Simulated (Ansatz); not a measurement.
## Magnetic states of manganese, fcc

Theory: Ansatz, DFT, r2SCAN, plane waves (500 eV) with PAW, scalar-relativistic. The PAW files were generated under PBE, with cores re-solved for the functional.

Each start was relaxed and then solved on a dense mesh, with Fermi-Dirac smearing of 0.05 eV (0.1 eV in a metal without spin) extrapolated to zero. Rows within 2 meV/atom of each other tie.

(1) Where does each start end, and how do the energies compare? Starts: ferromagnetic; non-magnetic.

Answers

(1) 
| start | ends | ΔE (meV/atom) | V (Å³/atom) |
| --- | --- | --- | --- |
| ferromagnetic | ferromagnetic, net 3.83 μB per atom | 0.0 | 15.49 |
| non-magnetic | spin not included | 290.1 | 10.46 |
